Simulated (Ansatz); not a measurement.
# TaN (P6_3/mmc) in Ansatz: phonons with LDA

Aim: the phonons of TaN with LDA.

All numbers are computed with Ansatz 0.2.0; they aren't measurements. Logs are shortened: lines on timing, memory, paths and dates and some standing lists are left out, and cuts for length are marked.

## 1. The crystal as given

The structure is hexagonal, space group P6_3/mmc (No. 194). The conventional cell has a = 2.922 Å, b = 2.922 Å, c = 5.917 Å, α = 90.00°, β = 90.00°, γ = 120.00°. Ta (site symmetry -3m) has 6 N at 2.24 Å as nearest neighbours. N (site symmetry -6m2) has 6 Ta at 2.24 Å as nearest neighbours.

The cell comes from a database or a generator and needn't be the stable form of this composition.

## 2. Phonons, LDA

Input file input.yaml:

```yaml
crystal:
  lattice:
    - [2.9217699809, 0.0, 0.0]
    - [-1.4608849905, 2.5303270275, 0.0]
    - [0.0, 0.0, 5.916515]
  atoms:
    - { symbol: Ta, position: [0.0, 0.0, 0.5] }
    - { symbol: Ta, position: [0.0, 0.0, 0.0] }
    - { symbol: "N", position: [0.3333333333, 0.6666666667, 0.25] }
    - { symbol: "N", position: [0.6666666667, 0.3333333333, 0.75] }
hamiltonian:
  xc: lda
  pseudopotentials: { kind: paw }
kpoints:
  mp_grid: { grid: [7, 7, 4] }
scf:
  occupations: { method: fermi_dirac, width: 0.05 }
phonons:
  method: dfpt
```

Potentials or basis: Ansatz PAW.

Launch:

```console
ansatz run input.yaml --threads 2 --pin off --max-ram 5632MiB --backend cpu --events-out ev --progress --plain --runs-dir out
```

The program printed:

```text
Warning: RAYON_NUM_THREADS=2 ignored (pool sized by the plan → 2); use --threads N
Engine: ansatz 0.2.0, aarch64-unknown-linux-gnu
Pseudopotentials: kind: paw
Pseudopotential: Ta, paw, valence charge 13, recommended cutoff 420 eV (normal), Ta.paw.azcp
Pseudopotential: N, paw, valence charge 5, recommended cutoff 420 eV (normal), N.paw.azcp
Functional definition: SPW92
  exchange = slater_x
  correlation = pw_c
Crystal: 4 atoms, lattice volume = 43.741 Å³
Basis set: ecut = 420 eV, 847 PW (Γ), exchange–correlation on 40×40×80 points (8 copies of the dense FFT grid, shifted against one another)
Bands: 22, of which v1, the nominal top of the filled ones, is band 18 counted from 1 (17 counted from 0)
Symmetry: 24 space group operations
k-points: 60 of 196 (irreducible under 2 space group operations, time reversal used)
Non-local potential: Ta, projectors of the file, l = 0: 3, l = 1: 2, l = 2: 2, l = 3: 1
Non-local potential: N, projectors of the file, l = 0: 2, l = 1: 2, l = 2: 1
PAW form: soft (Blöchl's): semilocal exchange-correlation on the pseudo side does not see the compensation charge
PAW frozen core: Ta, regenerated for the run's functional, and the local potential with it (the file was generated under x = pbe(κ = 0.804, μ = 0.2195149727645171), c = pbe(β = 0.06672455060314922))
PAW frozen core: N, regenerated for the run's functional, and the local potential with it (the file was generated under x = pbe(κ = 0.804, μ = 0.2195149727645171), c = pbe(β = 0.06672455060314922))
PAW one-centre angular grid: Ta, 590 points (default); XC on 64 Gauss nodes
PAW one-centre angular grid: N, 110 points (default); XC on 64 Gauss nodes
Initial density: superposition of atomic densities (neutral atoms: chi_scale 0, normalization atom), corrected by the library's trained network
Initial wavefunctions: pseudopotential atomic-orbital guess
Functional: x = slater, c = lda
SCF iter   1: F=—  HF=-20117.632425 eV  |F-HF|=—  |Δ(HF+E_count)|=         —  Δρ=1.54e-2  dr2=9.36e-2  ethr=1.77e-3  ⟨swp⟩=5.8  Hψ=5985  notcnv=0
preconditioner: auto → Kerker (q_TF=auto, 2.641 Å⁻¹)  [metal: Δε(μ)=0.082 eV  Ē_g=9.217 eV  σ=0.050 eV  W_gap=0.36  n_scr=10 (ndim 8)  ℏωp=25.1 eV  f_vac=0.000  D(μ)=1.27/eV (n_scr^D=4)]
SCF iter   2: F=—  HF=-20117.611550 eV  |F-HF|=—  |Δ(HF+E_count)|=   2.09e-2  Δρ=5.43e-3  dr2=8.64e-3  ethr=2.60e-4  ⟨swp⟩=2.0  Hψ=2165  notcnv=0
SCF iter   3: F=—  HF=-20117.609398 eV  |F-HF|=—  |Δ(HF+E_count)|=   2.15e-3  Δρ=2.77e-3  dr2=2.67e-3  ethr=2.40e-5  ⟨swp⟩=1.1  Hψ=1347  notcnv=0
SCF iter   4: F=—  HF=-20117.608508 eV  |F-HF|=—  |Δ(HF+E_count)|=   8.90e-4  Δρ=3.93e-4  dr2=6.99e-5  ethr=7.42e-6  ⟨swp⟩=2.1  Hψ=1868  notcnv=0
SCF iter   5: F=—  HF=-20117.608493 eV  |F-HF|=—  |Δ(HF+E_count)|=   1.48e-5  Δρ=1.11e-4  dr2=4.47e-6  ethr=1.94e-7  ⟨swp⟩=2.0  Hψ=1879  notcnv=0
SCF iter   6: F=—  HF=-20117.608492 eV  |F-HF|=—  |Δ(HF+E_count)|=   1.37e-6  Δρ=1.76e-5  dr2=1.18e-7  ethr=1.24e-8  ⟨swp⟩=2.0  Hψ=1837  notcnv=0
SCF iter   7: F=—  HF=-20117.608492 eV  |F-HF|=—  |Δ(HF+E_count)|=   5.30e-7  Δρ=2.53e-6  dr2=2.46e-9  ethr=3.28e-10  ⟨swp⟩=2.1  Hψ=1906  notcnv=0
SCF iter   8: F=—  HF=-20117.608492 eV  |F-HF|=—  |Δ(HF+E_count)|=  2.00e-10  Δρ=4.32e-7  dr2=5.18e-11  ethr=6.82e-12  ⟨swp⟩=2.2  Hψ=1985  notcnv=0
SCF iter   9: F=-20117.608492 eV  HF=-20117.608492 eV  |F-HF|=7.28e-12  |Δ(HF+E_count)|=  3.64e-12  Δρ=6.58e-8  dr2=1.54e-12  ethr=1.00e-12  ⟨swp⟩=6.2  Hψ=5936  notcnv=0
SCF 1 converged in 9 iterations: F = -20117.608492 eV  dr2 = 1.54e-12
DFPT response loops at Γ: preconditioner auto → Kerker (q_TF=auto, 2.641 Å⁻¹) (partly filled bands, converged f_vac=0.000); β = 1.00, the filter's whole step (`scf.mixing.beta` (0.50) is not read by the response loops under this deck's `scf.mixing.preconditioner`; to damp them name `kerker` or `kerker_dos`, under which they read `scf.mixing.beta`, and type it under 1.00, their step now; both keys bind the ground state too); Broyden in place of MSR1
SCF converged after 9 iterations
Free energy (F): -20117.608492 eV
Harris-Foulkes:  -20117.608492 eV  (|F-HF|=7.28e-12)
Internal energy: -20117.597252 eV  (E = F + TS)
E sigma→0 (E₀):  -20117.602872 eV
Entropy (-TS):   -0.011240 eV (-2.810 meV/atom)
Fermi energy:    19.477357 eV
--- Per-component energies (eV) ---
  E_band       = -123.965720
  E_kinetic    = 996.232953
  E_local      = -1233.471891  (includes V_loc(G=0)·N_el)
  E_nonlocal   = 133.724843
  E_hartree    = 409.561493
  E_xc         = -554.515643
  E_vxc        = -562.570383  (∫ρ·V_xc dr)
  E_paw        = -16534.257436  (= ΣΔE_a)
  E_vpaw       = -277.004635  (= ΣTr[D̂ρ^β])
  E_aug_tail   = 0.000411  (compensation charges beyond the density's cutoff)
  E_ewald      = -3335.549875
  E_core_change = 0.677894  (= ΣΔE_core)
  E_smearing   = -0.011240  (= −TS)
  E_closure    = 0.000000  (closes the sum)
  Σ components = -20117.608492   (vs F -20117.608492, Δ=0.00e0)
--- Band table (eV; the first three rows and the last of 60) ---
  k-point 0: bands = ["-48.8663", "-48.8295", "-15.9536", "-15.2011", "-14.9576", "-14.9576", "-14.8964", "-14.8964", "2.2568", "4.6723", "10.3510", "14.7543", "14.7543", "15.2843", "16.1049", "17.6071", "17.6071", "19.2947", "19.2947", "20.0782", "20.0782", "21.8738"]
  k-point 1: bands = ["-48.8609", "-48.8349", "-15.8493", "-15.3177", "-14.9487", "-14.9487", "-14.9054", "-14.9054", "2.5503", "4.2182", "10.9902", "14.0998", "15.0031", "15.0031", "16.7834", "16.7834", "17.1911", "20.0686", "20.0686", "20.2444", "20.2444", "20.8280"]
  k-point 2: bands = ["-48.8479", "-48.8479", "-15.5897", "-15.5897", "-14.9271", "-14.9271", "-14.9271", "-14.9271", "3.3143", "3.3143", "12.4456", "12.4456", "15.7182", "15.7182", "15.7182", "15.7182", "18.8920", "18.8920", "20.5128", "20.5128", "20.5128", "20.5128"]
  k-point 59: bands = ["-48.7891", "-48.7643", "-15.8053", "-15.7200", "-15.6265", "-15.2552", "-15.1987", "-15.1637", "4.0930", "4.5317", "12.0175", "12.9045", "13.2975", "14.0003", "14.9323", "15.4524", "17.8575", "18.3338", "20.3490", "21.6827", "23.2000", "24.2300"]
--- Phonons (Γ-DFPT): 4 representative perturbations + reference, on 60 of 196 k-points (Σ response iterations 12) ---
  k mesh reduced under 2 symmetry operations, with k and −k counted as one. Each operation leaves every solved perturbation unchanged. A smaller set is not used because it would not reduce the number of displacements times k-points to solve
  ASR residual: 1.839e-4 → 0.000e0 eV/Å²; symmetrization residual: 1.533e-6 eV/Å²
  ASR residual per site (eV/Å²): 1.84e-4 1.84e-4 4.78e-5 4.78e-5
  Γ frequencies (cm⁻¹): 0.00 0.00 0.00 137.37 137.37 242.54 382.53 382.53 463.60 463.60 464.31 510.91
  non-analytic LO–TO correction: not included (Born effective charges unavailable; polar crystals: no LO–TO splitting at Γ)
```

Wall time 10 s (2 threads of Arm Neoverse V2, shared host); peak memory 0.49 GiB.

What came out:

```yaml
Free_energy: -20117.6085 eV
Band_gap_on_the_k_mesh: none (metal or under the smearing width)
Highest_phonon_frequency_at_Γ: 511 cm⁻¹
```

Phonon frequencies in cm⁻¹ (negative: imaginary):
```csv
q point,frequencies
"(0.000, 0.000, 0.000)",0 0 0 137 137 243 383 383 464 464 464 511
```

Caveat: the PAW data sets come from PBE, with cores solved anew for the run's functional, which leaves a small shift of forces and pressure.
